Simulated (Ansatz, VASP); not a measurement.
# Si3Ge5 (random alloy of the diamond Si-Ge line, x = 0.625): VASP beside Ansatz, part 3 of 3

Wanted: the spread between two codes on one cell, functional and k mesh. Of the first pair: The structure shown is the start of the Ansatz relaxation below; VASP solves that cell, so the two are compared at the walk's first step.

VASP 6.6.1 and Ansatz 0.2.0.

So far. Step 3 (VASP: single point, RPBE, start cell, pair 1): The run ends at a pressure of 1.20 GPa, with forces up to 1.2 eV/Å.

## Step 6: VASP: single point, RPBE, relaxed cell, pair 2

Level of this step: RPBE; plane waves and PAW (Ge_d, Si) (VASP).

The same cell, functional and mesh now go to VASP, with its own data sets.

INCAR

```
SYSTEM = Si3Ge5
PREC = Accurate
ENCUT = 500
EDIFF = 1E-06
NELM = 120
ISMEAR = 0
SIGMA = 0.01
LREAL = Auto
ALGO = Normal
GGA = RP
NBANDS = 384
LORBIT = 11
LWAVE = .FALSE.
LCHARG = .FALSE.
ISIF = 2
LASPH = .TRUE.
GGA_COMPAT = .FALSE.
EFERMI = MIDGAP
NCORE = 2
```

POSCAR

```
Si3Ge5
1.0
   11.3785130000     -0.0008040000     -0.0009170000
   -0.0008040000     11.3788440000      0.0003600000
   -0.0009170000      0.0003600000     11.3769300000
Ge Si
40 24
Direct
    0.0001600000      0.9991600000      0.0007200000
    0.1259100000      0.1279400000      0.1246200000
    0.9976300000      0.2520800000      0.2528900000
    0.2469200000      0.9983600000      0.2523400000
    0.3741200000      0.1294700000      0.3766500000
    0.3777200000      0.3734800000      0.1220400000
    0.0023400000      0.2480700000      0.7474200000
    0.1277300000      0.3728300000      0.8772000000
    0.2496300000      0.0006200000      0.7450200000
    0.3737600000      0.1278700000      0.8741100000
    0.9964600000      0.4979600000      0.0030500000
    0.1245200000      0.6274200000      0.1276300000
    0.2495400000      0.4962800000      0.2528800000
    0.3768600000      0.6225300000      0.3794000000
    0.3727200000      0.8716600000      0.1239900000
    0.9995700000      0.4995600000      0.4958400000
    0.1261000000      0.6245500000      0.6245800000
    0.9989900000      0.7490300000      0.7503500000
    0.1282500000      0.8721400000      0.8757700000
    0.2555400000      0.4990800000      0.7505800000
    0.2493200000      0.7549800000      0.4997600000
    0.5000000000      0.0009800000      0.0007900000
    0.6261200000      0.1308700000      0.1264500000
    0.6244300000      0.3771200000      0.3738400000
    0.7532000000      0.0020700000      0.2528200000
    0.4994800000      0.0010600000      0.5048300000
    0.5027500000      0.2539800000      0.7481400000
    0.7482800000      0.0021500000      0.7484800000
    0.8721800000      0.1288000000      0.8775900000
    0.7494000000      0.2456300000      0.4997900000
    0.8717200000      0.3766000000      0.6263300000
    0.6279300000      0.6210600000      0.1220300000
    0.5012000000      0.7469400000      0.2494600000
    0.6251500000      0.8744500000      0.3767900000
    0.8752400000      0.8702200000      0.1267300000
    0.4978500000      0.7459500000      0.7488500000
    0.6262300000      0.8721600000      0.8760500000
    0.8690600000      0.6235600000      0.8746400000
    0.7505300000      0.7427800000      0.4998000000
    0.8774800000      0.8775100000      0.6213100000
    0.1255700000      0.3724600000      0.3776100000
    0.2514200000      0.2497700000      0.0005300000
    0.0027700000      0.0025900000      0.4968900000
    0.1257400000      0.1252400000      0.6188700000
    0.2485100000      0.2531700000      0.5017900000
    0.3760800000      0.3749700000      0.6218400000
    0.9994900000      0.7498700000      0.2545700000
    0.1200000000      0.8757300000      0.3757500000
    0.2522400000      0.7456000000      0.9987700000
    0.3766400000      0.6229600000      0.8783700000
    0.3751200000      0.8749300000      0.6254900000
    0.4998300000      0.2523000000      0.2503300000
    0.8783900000      0.1236300000      0.3777100000
    0.7486100000      0.2574800000      0.0010600000
    0.8709600000      0.3752000000      0.1275300000
    0.6242300000      0.1256700000      0.6259600000
    0.6258800000      0.3782400000      0.8758100000
    0.5014800000      0.4992300000      0.9963900000
    0.7529500000      0.4997500000      0.2490500000
    0.8757700000      0.6230100000      0.3700300000
    0.7499200000      0.7484900000      0.0006500000
    0.5005100000      0.4979500000      0.5036800000
    0.6232800000      0.6187200000      0.6259800000
    0.7444200000      0.4992900000      0.7507700000
```

KPOINTS

```
Automatic mesh
0
Gamma
1 1 1
0 0 0
```

The projector-augmented-wave data sets are Ge_d and Si (PBE family, release 64).

Launch:

```bash
$ mpirun -np 8 vasp_gam
```

Numbers of over 12 decimals in the logs are rounded to 6 here.

Output:

```text
[banner, memory and clock lines left out]
running    8 mpi-ranks, on    1 nodes
[...]
[... a notice as in an earlier step ...]

 LDA part: xc-table for (Slater+PW92), standard interpolation
 POSCAR, INCAR and KPOINTS ok, starting setup
[...]
entering main loop
       N       E                     dE             d eps       ncg     rms          rms(c)
DAV:   1     0.141028042750E+05    0.14103E+05   -0.24775E+05   864   0.453E+03
DAV:   2     0.317252279661E+04   -0.10930E+05   -0.10560E+05   768   0.112E+03
DAV:   3     0.290172299673E+03   -0.28824E+04   -0.27389E+04   816   0.311E+02
DAV:   4    -0.238903559689E+03   -0.52908E+03   -0.48266E+03   904   0.126E+02
[...]
DAV:  16    -0.282460050270E+03   -0.18996E-04   -0.14060E-04   824   0.510E-02    0.480E-03
DAV:  17    -0.282460052282E+03   -0.20122E-05   -0.25484E-05   704   0.403E-02    0.295E-03
DAV:  18    -0.282460051918E+03    0.36429E-06   -0.11197E-06   456   0.169E-02
   1 F= -.28246005E+03 E0= -.28246005E+03  d E =0.000000E+00
```

Parts of OUTCAR (step 6):

```text
  Total       -1.6650206     -1.6766467     -1.6713761      0.0506165     -0.0324735      0.0035653
  in kB       -1.8110126     -1.8236581     -1.8179253      0.0550546     -0.0353208      0.0038779
  external PRESSURE =      -1.8175320 kB  Pullay stress =       0.0000000 kB

 POSITION                                       TOTAL-FORCE (eV/Angst)
 -----------------------------------------------------------------------------------
      0.00102     11.36929      0.00855         0.000562     -0.001747      0.002098
      1.43245      1.45575      1.41772         0.005224      0.003910     -0.005223
     11.35111      2.86767      2.87629        -0.006072      0.002545      0.004288
      2.80855     11.36008      2.87099        -0.006323     -0.005143      0.003907
      4.25648      1.47305      4.28482        -0.001764      0.008400      0.001407
      4.29748      4.24951      1.38823         0.004795     -0.005740     -0.003268
      0.02574      2.82302      8.50343         0.005837     -0.003239     -0.005883
      1.45227      4.24259      9.97986         0.005625     -0.006222      0.003780
      2.83973      0.00712      8.47581         0.002525      0.000016     -0.009376
      4.25193      1.45503      9.94439        -0.006661      0.006114      0.006717
     11.33783      5.66541      0.03397        -0.005172     -0.003618      0.002754
      1.41623      7.13926      1.45215        -0.000201      0.010805      0.000980
      2.83876      5.64698      2.87695        -0.002720     -0.002054      0.004768
      4.28726      7.08351      4.31629         0.004876     -0.005140      0.002829
[...]
-----------------------------------------------------------------------------------
    total drift:                                0.017638     -0.001037      0.008438

  FREE ENERGIE OF THE ION-ELECTRON SYSTEM (eV)
  ---------------------------------------------------
  free  energy   TOTEN  =      -282.4600519180 eV

  energy  without entropy=     -282.4600519180  energy(sigma->0) =     -282.46005192

[... 1 part as in an earlier step ...]

[... 1 further part left out ...]
```

The run ends at a pressure of -0.18 GPa, with forces up to 0.012 eV/Å.

## Step 7: Comparison

What differs besides the data sets and the points named for the pairs above, as far as they apply: the cutoff is 420 eV in Ansatz and 500 eV in VASP (PREC = Accurate, projectors in real space). Total energies have different zeros and are not compared.

Compared:

| quantity | Ansatz | VASP | difference |
| --- | --- | --- | --- |
| pressure (GPa) | 0.00 | -0.18 | +0.19 |
| gap on the k mesh (eV) | 0.426 | 0.431 | -0.005 |

At this near-relaxed geometry the largest component of a force difference is 10 meV/Å. A gap on the mesh is an upper bound, since the band edges may lie between its points.

## Step 8: Results

* r.m.s. force difference (single point, RPBE, start cell, pair 1): 0.82 % of the r.m.s. force
* difference in gap on the k mesh (single point, RPBE, relaxed cell, pair 2): -0.0048 eV

What this shows: The r.m.s. force difference is 0.82 % of the r.m.s. force (single point, RPBE, start cell, pair 1), within the 3 % picked in this series as the mark of a large difference. Such differences can come from data sets, numerical settings and the points named under the comparisons, not from the functional's error against experiment.

[Lines on the potential files, build, host, timing and source positions are cut from VASP's logs without a mark.]

[Logs are printed without paths, hosts, clocks, repeated set-up lines and the standing remarks that a program may print on its own settings, such as how far it seeks lower states.]

[Hosts, paths, dates, database ids (printed as entryN), source tags and the programs' standing remarks are cut or masked in the printed files.]
